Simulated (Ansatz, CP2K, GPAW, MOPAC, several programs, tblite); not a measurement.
# PtS2 from cheap methods to r2SCAN

How much accuracy does each second buy? PtS2 is computed with 9 methods, from the cheapest up to r2SCAN.

Computed with tblite, CP2K, GPAW, Ansatz (versions at each run) (no spin polarisation, static lattice; gaps from single points on the cell relaxed beforehand with r²SCAN+rVV10, unless a step's input says otherwise).

**1. The structure to begin with**

Symmetry: R-3m, No. 166, trigonal system. The conventional cell has a = 3.529 Å, b = 3.529 Å, c = 16.569 Å, α = 90.00°, β = 90.00°, γ = 120.00°. Pt (site symmetry -3m) has 6 S at 2.39 Å as nearest neighbours. S (site symmetry 3m) has 3 Pt at 2.39 Å as nearest neighbours.

As a file:

```cif
data_structure
_symmetry_space_group_name_H-M 'P 1'
_symmetry_Int_Tables_number 1
_cell_length_a 5.8869
_cell_length_b 5.8869
_cell_length_c 5.8869
_cell_angle_alpha 34.882
_cell_angle_beta 34.882
_cell_angle_gamma 34.882
_cell_volume 59.56
loop_
_atom_site_label
_atom_site_type_symbol
_atom_site_fract_x
_atom_site_fract_y
_atom_site_fract_z
_atom_site_occupancy
Pt1 Pt 0.00000 0.00000 0.00000 1
S1 S 0.25830 0.25830 0.25830 1
S2 S 0.74170 0.74170 0.74170 1
```

The structure type (CdCl2 (3R octahedral) bulk) is imposed and need not be the compound's stable one.

**Question.** The methods are GFN1-xTB (tblite), GFN2-xTB (tblite), PBE/DZVP, PBE/single-zeta, PBE/SZV, coarse PBE, GLLB-SC, PBE, r2SCAN. What gap does r2SCAN give on this cell, and which other methods (full PBE left aside) come nearest to r2SCAN and farthest in gap?

| quantity | value |
| --- | --- |
| r2SCAN | gap 1.18 eV |
| gap: nearest and farthest of the other methods | GFN2-xTB (tblite), PBE/single-zeta (about 0.06 eV off); GLLB-SC (+0.46 eV) |

In words: For the gap (full PBE left aside), GFN2-xTB (tblite), PBE/single-zeta tie for nearest to r2SCAN; GLLB-SC is farthest. A minimal basis or a coarse cutoff and mesh shifts results by its own error, so closeness to r2SCAN can be chance. Cluster runs see only the k-points that fold onto the zone centre, so their gaps can miss the band edges. GLLB-SC is compared with its derivative discontinuity added. No r2SCAN modulus is at hand, so moduli aren't ranked. CPU times run from 1.2 s (coarse PBE) to 1.7 min (GLLB-SC). On this cell PBE/DZVP, PBE/single-zeta, GLLB-SC cost more than r2SCAN itself (13 s), so they are no saving here. r2SCAN is a yardstick, not the truth: it usually gives gaps below the measured ones. Spin-orbit coupling is left out throughout.
